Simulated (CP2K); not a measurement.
Crystal: Ge.

```
Ge
1.0
     2.95207    0.00000    0.00000
    -1.62959    2.46153    0.00000
     0.00000    0.00000    2.69823
Ge
1
Direct
  0.50000 0.50000 0.00000
```

This isn't the form of Ge at room conditions, which is diamond.

Base run:

| Item | Value |
| --- | --- |
| Program | CP2K 2026.2 |
| Functional | TASK |
| Potentials or basis | POTENTIAL_UZH Ge GTH-SCAN-q4; TZVP-MOLOPT-SCAN-GTH basis |
| Density cutoff | 9184 eV |
| k mesh | 11 × 11 × 10 |
| Occupations | fermi-dirac, width 0.05 eV |
| Spin | no spin polarisation |

Its results: band gap on the k mesh none (metal or under the smearing width); pressure -4.4 GPa.

The run is repeated on the same cell with these changes: functional from TASK to r2SCAN; eps_default from 1.0E-10 to 1.0E-9. What comes out?

Band gap on the k mesh none (metal or under the smearing width); pressure -5.9 GPa.

Caveats: the basis of atomic orbitals isn't converged, which shifts pressures, moduli and gaps; the potentials were made for another functional, which shifts forces and pressure (some runs).
